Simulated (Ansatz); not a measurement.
# BN in Ansatz: the effect of functional

BN:

```
N B
1.0
     2.57085    0.00000    0.00000
    -1.28543    2.22642    0.00000
     0.00000    0.00000    4.25485
N B
2 2
Cartesian
  0.0000 1.4843 0.5330
  1.2854 0.7421 2.6605
  0.0000 1.4843 2.1262
  1.2854 0.7421 4.2537
```

Measurements of this composition are mostly on another form, of space group No. 194.

The cell isn't the ideal one: volume scaled by 1.02.

Alike in all runs:

* Program: Ansatz 0.2.0
* Task: single point
* Potentials or basis: Ansatz PAW
* k mesh: 12 × 12 × 6
* Occupations: fermi-dirac, width 0.05 eV
* Spin: no spin polarisation

Question: One run gave: gap on the mesh 5.78 eV; pressure -11.9 GPa; largest force 0.04 eV/Å. Which functional did it use?
A. LDA
B. PBEsol
C. r2SCAN

Answer: C.

```csv
functional,cutoff,gap on the mesh (eV),pressure (GPa),largest force (eV/Å)
LDA,420 eV (not typed: the program's choice for these potentials),5.02,-20.4,0.04
PBEsol,420 eV (not typed: the program's choice for these potentials),5.02,-12.8,0.03
r2SCAN,500 eV (not typed: the program's choice for these potentials),5.78,-11.9,0.04
```

Caveats: the PAW data sets come from PBE, with cores solved anew for the run's functional, which leaves a small shift of forces and pressure.

A k mesh can miss the band edges.
